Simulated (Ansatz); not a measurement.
SrO in the rocksalt structure, relaxed with r2SCAN in Ansatz: the symmetry is Fm-3m (No. 225, cubic); a = 5.160 Å in the conventional setting, 17.17 Å³ an atom. Sr has 6 O at 2.58 Å; O has 6 Sr at 2.58 Å. It was then strained (epitaxial in the xy plane), atoms relaxed again within the symmetry left. Unstrained, HSE06 gives 4.794 eV (Γ → X, 6×6×6 mesh), and the band edges keep their places in every row. The normal direction was relaxed to zero stress. Only one sign of strain is shown, since it lowers the symmetry, and equivalent edge states can then move with another slope on the other side. Stress is positive in compression. (Simulation; spin polarisation is off.)

Axes as in this cell:
```
Sr O
1.0
     0.00000    2.57989    2.57989
     2.57989    0.00000    2.57989
     2.57989    2.57989    0.00000
Sr O
1 1
Direct
  0.00000 0.00000 0.00000
  0.50000 0.50000 0.50000
```

| strain (%) | ε | ΔE_g, HSE06 (eV) | Δσ_xx, r2SCAN (GPa) |
| --- | --- | --- | --- |
| +0.5 | +0.0050 | -0.031 | -1.00 |
| +1.0 | +0.0100 | -0.061 | -1.93 |
| +2.0 | +0.0200 | -0.122 | -3.61 |
| +3.0 | +0.0300 | -0.181 | -5.05 |
| +4.0 | +0.0400 | -0.236 | -6.30 |

Task: Fit ΔE_g = a x + b x² to these rows by least squares, with x = ε.

Result: The normal equations take Σx² = 3.025e-03, Σx³ = 1.001e-04, Σx⁴ = 3.541e-06, ΣxΔE = -1.808e-02 and Σx²ΔE = -5.962e-04, and give a = -6.28 eV, b = +9.2 eV; the largest residual is 0.001 eV.

Task: Fit the change of σ_xx in the same way.

Result: Δσ_xx = -203.7 x + (1159) x² GPa. The slope, 204 GPa, is the biaxial modulus of the film.

Task: Predict the withheld row at +2.49 % (x = +0.0249).

Result: ΔE_g ≈ -6.28 × (+0.0249) + (9.2) × (+0.0249)² = -0.151 eV, and Δσ_xx ≈ -4.35 GPa. The runs give -0.151 eV and -4.34 GPa, off by 0.000 eV and +0.01 GPa.
